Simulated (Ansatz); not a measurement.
Rocksalt GaN: a single-point calculation in Ansatz 0.2.0 (r2SCAN). The cell was relaxed with r2SCAN and then strained (uniaxial +3.31 % along z, other directions held), with the atoms relaxed again with r2SCAN; k points keep the names of the unstrained zone.

Input file:
```yaml
crystal:
  lattice:
    - [0.0, 2.1085152339, 2.1783070881]
    - [2.1085152339, 0.0, 2.1783070881]
    - [2.1085152339, 2.1085152339, 0.0]
  atoms:
    - { symbol: Ga, position: [0.0, 0.0, 0.0] }
    - { symbol: "N", position: [0.5, 0.5, 0.5] }
kpoints:
  mp_grid: { grid: [10, 10, 10] }
  band_path:
    path:
      - [0.0, 0.0, 0.0]
      - [0.5, 0.0, 0.5]
      - [0.625, 0.25, 0.625]
      - [0.375, 0.375, 0.75]
      - [0.5, 0.5, 0.5]
      - [0.5, 0.25, 0.75]
      - [0.1875, 0.1875, 0.375]
    npoints: 1
hamiltonian:
  xc: r2scan
scf:
  occupations: { method: fixed }
  n_extra_bands: 4
output:
  forces: true
  stress: true
  eigenvalues: true
```

Command: `ansatz run input.yaml --threads 4 --pin off --max-ram 3686MiB --backend cpu --events-out ev --progress --plain --runs-dir out`.

Main lines of the log:
```
Functional definition: r2SCAN
Crystal: 2 atoms, lattice volume = 19.369 Å³
Basis set: ecut = 500 eV, 531 PW (Γ)
Bands: 13, of which v1, the nominal top of the filled ones, is band 9 counted from 1 (8 counted from 0)
Symmetry: 16 space group operations
Space group: I4/mmm (ITA 139)
k-points: 102 of 1000
SCF converged after 8 iterations
Free energy (F): -4175.416570 eV
Fermi energy:    12.529251 eV
--- Stress (GPa, compression-positive) ---
       -5.485830       0.000000       0.000000
        0.000000      -5.485830       0.000000
        0.000000       0.000000     -10.065338
  P = ⅓ Tr σ = -7.0123 GPa (-70.123 kbar)
--- Band table (eV; the first three rows and the last of 102) ---
  k-point 0: bands = […, -2.0233, -1.9727, -1.9307, 11.9031, 11.9031, 12.1901, 14.9652, 27.5231, 27.7959, 27.7959]
  k-point 1: bands = […, -2.0145, -1.9793, -1.9463, 10.7827, 11.9385, 12.1132, 15.9577, 25.3842, 26.6602, 27.3065]
  k-point 2: bands = […, -2.0363, -1.9453, -1.9416, 8.7251, 12.0404, 12.1188, 17.3088, 23.3136, 24.9160, 25.6242]
  k-point 101: bands = […, -1.7846, -1.7846, 0.5958, 5.4173, 9.5961, 9.5961, 13.6725, 21.1828, 24.9768, 28.0380]
```

The rows of the band table are 0: (0, 0, 0) = Γ, 1: (0, 0, 0.100), 2: (0, 0, 0.200), 101: (-1/2, -1/2, 0) = X.

The file bands.tsv (bands near the Fermi energy, numbered from 0, rounded):
```tsv
# k_distance	band_4	band_5	band_6	band_7	band_8	band_9	band_10	band_11	band_12
# fermi_ev = 12.529251
# [0, 0, 0] at k_distance = 0.000000
# [0.5, 0, 0.5] at k_distance = 1.489955
# [0.625, 0.25, 0.625] at k_distance = 2.008363
# [0.375, 0.375, 0.75] at k_distance = 2.915964
# [0.5, 0.5, 0.5] at k_distance = 3.808989
# [0.5, 0.25, 0.75] at k_distance = 4.845806
# [0.1875, 0.1875, 0.375] at k_distance = 5.795469
# levels_relative_to = fermi_ev
0.000	-14.502	-14.460	-0.626	-0.626	-0.339	2.436	14.994	15.267	15.267
1.490	-14.276	-11.621	-7.050	-3.353	-2.889	0.823	8.283	12.883	14.641
2.008	-14.329	-12.076	-6.117	-5.668	-2.206	3.412	9.458	12.084	13.116
2.916	-14.343	-12.290	-6.116	-5.762	-1.998	3.823	9.746	11.635	13.382
3.809	-14.366	-14.344	-8.259	-0.312	-0.143	5.175	9.355	9.942	9.958
4.846	-14.318	-12.067	-5.284	-5.252	-4.665	5.609	10.651	10.790	11.225
5.795	-14.470	-14.293	-5.320	-2.300	0.015	6.633	9.284	10.223	11.400
```
In order the rows are Γ, X, U, K, L, W, Γ–K (0.50).

The r2SCAN gap is indirect, 0.81 eV (Γ–K (0.50 of the way from Γ) to X), below the direct gap of 2.78 eV at Γ. (Strain can split the valleys, and only one was followed off the mesh: the true gap may be a little smaller.) The mean pressure at these positions is -7.01 GPa, compression counted positive.

The calculation is spin-unpolarised, and the structure need not be a phase that has been made.
